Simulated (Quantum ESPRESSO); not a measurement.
Mo under changes of volume

One of the cells (15.892 Å³/atom); the others are scaled copies at fixed shape and fractional positions:

```
CELL_PARAMETERS angstrom
-1.58381 1.58381 1.58381
1.58381 -1.58381 1.58381
1.58381 1.58381 -1.58381
ATOMIC_POSITIONS crystal
Mo 0.00000 0.00000 0.00000
```

- Program: Quantum ESPRESSO 7.5
- Functional: LDA
- Potentials or basis: PseudoDojo 0.4 FR PBE standard
- Cutoff: 1088 eV
- Density cutoff: 4354 eV
- k mesh: 12 × 12 × 12
- Occupations: fermi-dirac, width 0.05 eV
- Spin: spin-orbit coupling, no magnetisation

```csv
volume (Å³/atom),energy over the lowest point (meV/atom),pressure (GPa)
14.938,3.14,4.7
15.256,0.00,-1.6
15.574,8.84,-7.3
15.892,28.34,-12.3
16.209,?,?
16.527,94.84,-20.9
16.845,139.88,-24.6
```

Q: What does the run at 16.209 Å³/atom give?

A: Energy over the lowest point 57.35 meV/atom; pressure -16.9 GPa.

Worked out: A Birch-Murnaghan fit of order 3 (a polynomial in V^(-2/3)) to the other rows has its minimum at 15.18 Å³/atom with B0 = V·E''(V) = 297 GPa and B' = 4.5. It gives 57.31 meV/atom at 16.209 Å³/atom, against the run's 57.35, and -dE/dV = -16.8 GPa, against -16.9.

Energies are extrapolated to zero smearing.

Caveats: the potentials were made for another functional, which shifts forces and pressure.
